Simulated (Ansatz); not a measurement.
# Cu (Fm-3m) in Ansatz: single point with r2SCAN0

Aim: the single point of Cu with r2SCAN0.

Everything below comes from runs of Ansatz 0.2.0. Logs are shortened: lines on timing, memory, paths and dates and some standing lists are left out, and cuts for length are marked.

### 1 The cell of the first run

The structure is cubic, space group Fm-3m (No. 225). The conventional cell has a = 3.787 Å, b = 3.787 Å, c = 3.787 Å, α = 90.00°, β = 90.00°, γ = 90.00°. Cu (site symmetry m-3m) is surrounded by 12 Cu at 2.68 Å.

### 2 Single point, r2SCAN0 (volume scaled by 1.15)

The input, input.yaml:

```yaml
crystal:
  lattice:
    - [0.0, 1.8936988674, 1.8936988674]
    - [1.8936988674, 0.0, 1.8936988674]
    - [1.8936988674, 1.8936988674, 0.0]
  atoms:
    - { symbol: Cu, position: [0.0, 0.0, 0.0] }
hamiltonian:
  xc: r2scan0
  pseudopotentials: { kind: paw }
kpoints:
  mp_grid: { grid: [7, 7, 7] }
scf:
  occupations: { method: fermi_dirac, width: 0.02 }
output:
  forces: true
  stress: true
  eigenvalues: true
  write_density: true
  write_potential: true
  elf: true
  volumetric_format: npy
```

Potentials or basis: Ansatz PAW.

Launch:

```bash
> ansatz run input.yaml --threads 2 --pin off --max-ram 5632MiB --backend cpu --events-out ev --progress --plain --runs-dir out
```

The program printed:

```text
Warning: output.stress: scf.convergence.dr2_threshold = 1e-7 eV (the SCF's general default) is looser than the 1e-10 eV advised for a printed stress (1e-10 eV for each atom of the cell: 1). What an SCF threshold leaves in a stress goes as its square root, and in the free energy as the threshold itself, and one threshold admits the most on a small cell: of the crystals measured, under no hybrid functional and no lock of the moments, on runs that ended without the residual-converged pass, on stresses that held no estimate of that error, the worst erred by over 100 MPa in a component at 1e-7 eV an atom and by under 5 at 1e-10. Set scf.convergence.dr2_threshold to 1e-10 eV or tighter. The threshold is an SCF's pass mark: one that does not reach it within its budget of iterations ends unconverged, or closes short of it on a stop that the run arms, and scf.convergence.dr2_threshold's page says what that costs each kind of run
Warning: output.stress: scf.exx.energy_threshold = 1e-6 eV is looser than the 1e-8 eV advised for a stress under a hybrid functional (1e-8 eV for each atom of the cell: 1). Every SCF of the exchange loop can meet its threshold on dr2 while the loop round them stops early: no threshold on dr2 bounds what that leaves in the stress. Set scf.exx.energy_threshold to 1e-8 eV or tighter. The threshold is the loop's pass mark: a loop that does not reach it within its budget of cycles ends unconverged, and scf.exx.energy_threshold's page has the law
Warning: RAYON_NUM_THREADS=2 ignored (pool sized by the plan → 2); use --threads N
Engine: ansatz 0.2.0, x86_64-unknown-linux-gnu
Pseudopotentials: kind: paw
Pseudopotential: Cu, paw, valence charge 19, recommended cutoff 500 eV (meta_gga), Cu.paw.azcp
Functional definition: r2SCAN0
  parameter a = 0.25
  parameter k0 = 0.174
  parameter k1 = 0.065
  parameter a1 = 4.9479
  exchange = (1 - a)*r2scan_x(k0 = k0, k1 = k1, a1 = a1) + a*exact_x
  correlation = r2scan_c
Crystal: 1 atoms, lattice volume = 13.582 Å³
Basis set: ecut = 500 eV, 331 PW (Γ), exchange–correlation on 80×80×80 points (64 copies of the dense FFT grid, shifted against one another)
Bands: 14, of which v1, the nominal top of the filled ones, is band 10 counted from 1 (9 counted from 0)
Symmetry: 48 space group operations
Space group: Fm-3m (ITA 225), of the structure as read, at distance tolerance 2.4e-5 Å
k-points: 20 of 343
Non-local potential: Cu, projectors of the file, l = 0: 3, l = 1: 2, l = 2: 3, l = 3: 1
PAW form: soft (Blöchl's): semilocal exchange-correlation on the pseudo side does not see the compensation charge
PAW frozen core: Cu, regenerated for the run's functional, and the local potential with it (the file was generated under x = pbe(κ = 0.804, μ = 0.2195149727645171), c = pbe(β = 0.06672455060314922))
PAW one-centre angular grid: Cu, 590 points (default); XC on 160 Gauss nodes
Initial density: superposition of atomic densities (neutral atoms: chi_scale 0, normalization atom), corrected by the library's trained network
Initial wavefunctions: pseudopotential atomic-orbital guess
Functional: x = r2scan, c = r2scan; τ floored in thin density (d = 2e-4 eV/Å³), warm-up for x = 0.75 r2scan + 0.25 exact, c = r2scan; τ floored in thin density (d = 2e-4 eV/Å³)
SCF iter   1: F=—  HF=-6631.155417 eV  |F-HF|=—  |Δ(HF+E_count)|=         —  Δρ=4.09e-2  dr2=1.29e-1  dr2_τ=1.21e-3  ethr=1.77e-3  ⟨swp⟩=7.8  Hψ=1309  notcnv=0
preconditioner: auto → none  [insulator: Δε(μ)=1.037 eV  Ē_g=16.348 eV  σ=0.020 eV  W_gap=0.58  n_scr=8 (ndim 8)  ℏωp=33.4 eV  f_vac=0.000  D(μ)=0.43/eV (n_scr^D=0)]
SCF iter   2: F=—  HF=-6631.179510 eV  |F-HF|=—  |Δ(HF+E_count)|=   2.41e-2  Δρ=4.69e-2  dr2=1.66e-1  dr2_τ=1.29e-3  ethr=6.79e-4  ⟨swp⟩=4.0  Hψ=796  notcnv=0
iter 3 solved again at ethr=5.98e-6 eV; its pass at ethr=6.79e-4 eV (dr2=1.14e-3 eV) is discarded
SCF iter   3: F=—  HF=-6631.134103 eV  |F-HF|=—  |Δ(HF+E_count)|=   4.54e-2  Δρ=2.71e-3  dr2=4.65e-4  dr2_τ=3.12e-5  ethr=5.98e-6  ⟨swp⟩=3.9  Hψ=1307  notcnv=0
eigensolver tolerance schedule: the retry pair's looser diagonalisation over-reported the residual by 1.44 of it (diagonalisation noise at 1.47 of the residual, at the tolerance the schedule requests for it); recorded, not acted on — ethr = c·dr2/N_el stays at c = 1.0e-1
SCF iter   4: F=—  HF=-6631.133584 eV  |F-HF|=—  |Δ(HF+E_count)|=   5.19e-4  Δρ=1.73e-3  dr2=2.70e-4  dr2_τ=1.82e-6  ethr=2.45e-6  ⟨swp⟩=4.0  Hψ=803  notcnv=0
SCF iter   5: F=—  HF=-6631.133547 eV  |F-HF|=—  |Δ(HF+E_count)|=   3.65e-5  Δρ=2.39e-4  dr2=6.34e-6  dr2_τ=3.43e-8  ethr=1.42e-6  ⟨swp⟩=2.0  Hψ=473  notcnv=0
SCF iter   6: F=—  HF=-6631.133553 eV  |F-HF|=—  |Δ(HF+E_count)|=   6.19e-6  Δρ=2.51e-4  dr2=4.68e-6  dr2_τ=3.06e-8  ethr=3.34e-8  ⟨swp⟩=4.0  Hψ=690  notcnv=0
SCF iter   7: F=—  HF=-6631.133553 eV  |F-HF|=—  |Δ(HF+E_count)|=   3.13e-7  Δρ=2.46e-5  dr2=3.65e-8  dr2_τ=4.42e-10  ethr=2.46e-8  ⟨swp⟩=2.4  Hψ=480  notcnv=0
SCF iter   8: F=—  HF=-6631.133553 eV  |F-HF|=—  |Δ(HF+E_count)|=   2.17e-8  Δρ=1.35e-5  dr2=1.36e-8  dr2_τ=1.21e-10  ethr=1.92e-10  ⟨swp⟩=3.0  Hψ=552  notcnv=0
SCF iter   9: F=-6631.133553 eV  HF=-6631.133553 eV  |F-HF|=8.73e-11  |Δ(HF+E_count)|=  6.72e-10  Δρ=7.68e-7  dr2=5.49e-11  dr2_τ=1.91e-12  ethr=7.15e-11  ⟨swp⟩=3.0  Hψ=499  notcnv=0
SCF 1 converged in 9 iterations: F = -6631.133553 eV  dr2 = 5.49e-11
Initial density: handed on by an earlier stage of this run
Initial wavefunctions: those handed on with the density
Functional: x = 0.75 r2scan + 0.25 exact, c = r2scan; τ floored in thin density (d = 2e-4 eV/Å³)
Frozen-core exchange: fock
iter 1 solved again at ethr=1.32e-3 eV; its pass at ethr=1.00e-1 eV (dr2=2.51e-1 eV) is discarded
SCF iter   1: F=—  HF=-6628.992099 eV  |F-HF|=—  |Δ(HF+E_count)|=         —  Δρ=5.74e-2  dr2=2.82e-1  dr2_τ=6.68e-4  ethr=1.32e-3  ⟨swp⟩=2.2  Hψ=1125  notcnv=0
preconditioner: auto → none  [insulator: Δε(μ)=1.824 eV  Ē_g=19.552 eV  σ=0.020 eV  W_gap=0.58  n_scr=8 (ndim 8)  ℏωp=33.4 eV  f_vac=0.000  D(μ)=0.43/eV (n_scr^D=0)]
SCF iter   2: F=—  HF=-6628.983533 eV  |F-HF|=—  |Δ(HF+E_count)|=   8.57e-3  Δρ=4.05e-2  dr2=1.15e-1  dr2_τ=2.17e-3  ethr=1.32e-3  ⟨swp⟩=3.9  Hψ=780  notcnv=0
SCF iter   3: F=—  HF=-6628.934529 eV  |F-HF|=—  |Δ(HF+E_count)|=   4.90e-2  Δρ=1.03e-2  dr2=1.34e-2  dr2_τ=3.08e-5  ethr=6.04e-4  ⟨swp⟩=3.1  Hψ=671  notcnv=0
SCF iter   4: F=—  HF=-6628.932864 eV  |F-HF|=—  |Δ(HF+E_count)|=   1.67e-3  Δρ=3.95e-4  dr2=2.92e-3  dr2_τ=1.58e-6  ethr=5.00e-5  ⟨swp⟩=2.5  Hψ=574  notcnv=0
SCF iter   5: F=—  HF=-6628.932874 eV  |F-HF|=—  |Δ(HF+E_count)|=   1.00e-5  Δρ=6.64e-5  dr2=2.98e-3  dr2_τ=6.10e-8  ethr=5.64e-8  ⟨swp⟩=4.0  Hψ=803  notcnv=0
SCF iter   6: F=—  HF=-6628.932873 eV  |F-HF|=—  |Δ(HF+E_count)|=   2.75e-7  Δρ=1.77e-5  dr2=2.91e-8  dr2_τ=9.02e-9  ethr=2.49e-9  ⟨swp⟩=3.1  Hψ=688  notcnv=0
SCF iter   7: F=—  HF=-6628.932873 eV  |F-HF|=—  |Δ(HF+E_count)|=   7.29e-9  Δρ=6.87e-6  dr2=4.75e-9  dr2_τ=8.14e-10  ethr=1.53e-10  ⟨swp⟩=3.0  Hψ=582  notcnv=0
SCF iter   8: F=-6628.932873 eV  HF=-6628.932873 eV  |F-HF|=9.70e-9  |Δ(HF+E_count)|=   2.20e-8  Δρ=3.72e-6  dr2=1.46e-9  dr2_τ=1.57e-10  ethr=2.50e-11  ⟨swp⟩=4.0  Hψ=788  notcnv=0
SCF 2 converged in 8 iterations: F = -6628.932873 eV  dr2 = 1.46e-9
hybrid outer 1: dexx = +1.429e-2 eV, tail = 1.28e-2 eV
Frozen-core exchange: fock
SCF iter   1: F=—  HF=-6628.950387 eV  |F-HF|=—  |Δ(HF+E_count)|=         —  Δρ=7.49e-3  dr2=5.07e-3  dr2_τ=1.04e-5  ethr=3.38e-4  ⟨swp⟩=2.1  Hψ=563  notcnv=0
preconditioner: auto → none  [insulator: Δε(μ)=1.715 eV  Ē_g=19.171 eV  σ=0.020 eV  W_gap=0.58  n_scr=8 (ndim 8)  ℏωp=33.4 eV  f_vac=0.000  D(μ)=0.43/eV (n_scr^D=0)]
SCF iter   2: F=—  HF=-6628.949335 eV  |F-HF|=—  |Δ(HF+E_count)|=   1.05e-3  Δρ=4.99e-4  dr2=1.32e-4  dr2_τ=1.04e-7  ethr=2.51e-5  ⟨swp⟩=2.0  Hψ=562  notcnv=0
SCF iter   3: F=—  HF=-6628.949395 eV  |F-HF|=—  |Δ(HF+E_count)|=   6.02e-5  Δρ=6.03e-4  dr2=1.20e-4  dr2_τ=2.98e-7  ethr=1.20e-7  ⟨swp⟩=4.0  Hψ=821  notcnv=0
SCF iter   4: F=—  HF=-6628.949393 eV  |F-HF|=—  |Δ(HF+E_count)|=   1.96e-6  Δρ=3.53e-4  dr2=1.07e-4  dr2_τ=1.36e-7  ethr=1.20e-7  ⟨swp⟩=2.0  Hψ=473  notcnv=0
SCF iter   5: F=—  HF=-6628.949393 eV  |F-HF|=—  |Δ(HF+E_count)|=   1.78e-7  Δρ=2.37e-5  dr2=1.03e-4  dr2_τ=6.91e-10  ethr=4.11e-8  ⟨swp⟩=2.4  Hψ=480  notcnv=0
SCF iter   6: F=-6628.949763 eV  HF=-6628.949849 eV  |F-HF|=8.55e-5  |Δ(HF+E_count)|=   4.56e-4  Δρ=1.14e-3  dr2=1.21e-4  dr2_τ=2.23e-7  ethr=2.43e-10  ⟨swp⟩=5.0  Hψ=1013  notcnv=0
SCF 3 stopped early in 6 iterations: F = -6628.949763 eV  dr2 = 1.21e-4
hybrid outer 2: dexx = +5.573e-4 eV, tail = 3.00e-4 eV, Δε = 9.62e-2 eV (about 2.22e-2 eV left of the loop's levels)
Frozen-core exchange: fock
SCF iter   1: F=—  HF=-6628.949713 eV  |F-HF|=—  |Δ(HF+E_count)|=         —  Δρ=5.08e-4  dr2=2.38e-5  dr2_τ=1.45e-7  ethr=7.89e-6  ⟨swp⟩=2.0  Hψ=560  notcnv=0
preconditioner: auto → none  [insulator: Δε(μ)=1.702 eV  Ē_g=19.115 eV  σ=0.020 eV  W_gap=0.58  n_scr=8 (ndim 8)  ℏωp=33.4 eV  f_vac=0.000  D(μ)=0.43/eV (n_scr^D=0)]
SCF iter   2: F=—  HF=-6628.949712 eV  |F-HF|=—  |Δ(HF+E_count)|=   9.99e-7  Δρ=1.32e-4  dr2=4.97e-6  dr2_τ=2.12e-8  ethr=1.04e-7  ⟨swp⟩=3.0  Hψ=551  notcnv=0
SCF iter   3: F=—  HF=-6628.949712 eV  |F-HF|=—  |Δ(HF+E_count)|=   4.33e-9  Δρ=8.91e-5  dr2=4.28e-6  dr2_τ=6.98e-9  ethr=6.36e-9  ⟨swp⟩=2.4  Hψ=483  notcnv=0
SCF iter   4: F=—  HF=-6628.949712 eV  |F-HF|=—  |Δ(HF+E_count)|=   3.27e-8  Δρ=1.46e-5  dr2=3.72e-6  dr2_τ=2.87e-10  ethr=2.85e-9  ⟨swp⟩=2.0  Hψ=473  notcnv=0
SCF iter   5: F=—  HF=-6628.949712 eV  |F-HF|=—  |Δ(HF+E_count)|=  6.29e-10  Δρ=7.27e-6  dr2=3.71e-6  dr2_τ=4.16e-11  ethr=8.28e-11  ⟨swp⟩=3.5  Hψ=661  notcnv=0
SCF iter   6: F=—  HF=-6628.949833 eV  |F-HF|=—  |Δ(HF+E_count)|=   1.21e-4  Δρ=5.07e-5  dr2=1.86e-7  dr2_τ=3.40e-10  ethr=1.83e-11  ⟨swp⟩=4.8  Hψ=970  notcnv=0
SCF iter   7: F=—  HF=-6628.949833 eV  |F-HF|=—  |Δ(HF+E_count)|=   3.71e-8  Δρ=2.11e-5  dr2=3.80e-8  dr2_τ=3.60e-10  ethr=1.83e-11  ⟨swp⟩=4.0  Hψ=779  notcnv=0
SCF iter   8: F=-6628.949833 eV  HF=-6628.949833 eV  |F-HF|=2.86e-10  |Δ(HF+E_count)|=   1.32e-9  Δρ=2.99e-6  dr2=1.06e-8  dr2_τ=6.03e-12  ethr=1.83e-11  ⟨swp⟩=3.7  Hψ=644  notcnv=0
SCF 4 converged in 8 iterations: F = -6628.949833 eV  dr2 = 1.06e-8
  Residual-converged pass: ⟨swp⟩=2.1  Hψ=410  notcnv=0  max |occ|·‖R‖ = 2.2e-6 eV (tolerance 2.4e-6 eV)  dr2=1.06e-8  dr2_τ=5.91e-12  dr2_onsite=2.16e-10  max |Δocc| = 1.8e-19
hybrid outer 3: dexx = +3.880e-6 eV, tail = 4.31e-8 eV, Δε = 1.80e-2 eV (about 3.70e-4 eV left of the loop's levels)
hybrid SCF converged: 3 outer / 22 inner (+9 warm-up), last move |dexx| = 3.88e-6 eV, tail = 4.31e-8 eV
Stability not checked: this state was not tested for a lower state beside it, because the functional holds exact exchange (a hybrid, or Hartree-Fock), whose exchange loop this test does not read (fock_operator; see scf.lower_state_search)
Free energy (F): -6628.949833 eV
Frozen-core exchange: fock
Harris-Foulkes:  -6628.949833 eV  (|F-HF|=2.86e-10)
Internal energy: -6628.949358 eV  (E = F + TS)
E sigma→0 (E₀):  -6628.949596 eV
Entropy (-TS):   -0.000475 eV (-0.475 meV/atom)
Fermi energy:    14.193068 eV
--- Per-component energies (eV) ---
  E_band       = -487.992984
  E_kinetic    = 299.614139
  E_local      = -4341.262861  (includes V_loc(G=0)·N_el)
  E_nonlocal   = 408.871990
  E_hartree    = 1920.707680
  E_xc         = -63.530966
  E_vxc        = -93.156748  (∫ρ·V_xc dr)
  E_exx        = -116.921624  (= α·E_x^exact, valence–valence)
  E_paw        = -1589.585768  (= ΣΔE_a)
  E_vpaw       = -375.789858  (= ΣTr[D̂ρ^β])
  E_aug_tail   = 0.000158  (compensation charges beyond the density's cutoff)
  E_vtau       = 6.155609  (kinetic-family band-sum trace: ∫τ·v_τ [+ j·A + Jᵃ·Aᵃ] dr)
  E_ewald      = -3146.403137
  E_core_change = -0.438970  (= ΣΔE_core)
  E_smearing   = -0.000475  (= −TS)
  E_closure    = 0.000001  (closes the sum)
  Σ components = -6628.949833   (vs F -6628.949833, Δ=9.09e-13)
--- Forces (eV/Å), atoms counted from 1 ---
  atom   1  Cu    -0.00000000     0.00000000    -0.00000000
  max |Σ_I F_I| component: 3.78e-31 eV/Å
--- Stress (GPa, compression-positive) ---
      -14.997124       0.000000      -0.000000
       -0.000000     -14.997124      -0.000000
       -0.000000       0.000000     -14.997124
  P = ⅓ Tr σ = -14.9971 GPa (-149.971 kbar)
--- Band table (eV; the first three rows and the last of 20) ---
  k-point 0: bands = ["-107.6166", "-62.2927", "-62.2927", "-62.2927", "3.7288", "9.0679", "9.0679", "9.0679", "9.7107", "9.7107", "36.9475", "39.1769", "39.1769", "39.1769"]
  k-point 1: bands = ["-107.6148", "-62.3061", "-62.2951", "-62.2951", "4.5124", "8.9671", "9.1713", "9.1713", "9.6972", "9.6972", "32.1617", "37.3715", "37.8408", "37.8408"]
  k-point 2: bands = ["-107.6113", "-62.3385", "-62.3010", "-62.3010", "6.4448", "9.1265", "9.1556", "9.1556", "9.9354", "9.9354", "25.1356", "36.4872", "36.6306", "36.6306"]
  k-point 19: bands = ["-107.6053", "-62.3487", "-62.3440", "-62.3215", "8.1521", "8.4624", "8.9721", "9.7510", "10.4118", "19.4496", "20.0175", "22.6308", "26.0821", "38.3120"]
```

Wall time 8.1 s (2 threads of Intel Xeon 6975P-C (Granite Rapids), shared host); peak memory 0.79 GiB.

What came out:

```
Free energy            : -6628.9498 eV
Pressure               : -15.0 GPa
Band gap on the k mesh : none (metal or under the smearing width)
```

Caveat: the k mesh is coarse (spacing up to 0.41 Å⁻¹), so the values aren't converged, least of all with exact exchange; the PAW data sets come from PBE, with cores solved anew for the run's functional, which leaves a small shift of forces and pressure; the thresholds are loose for stress.
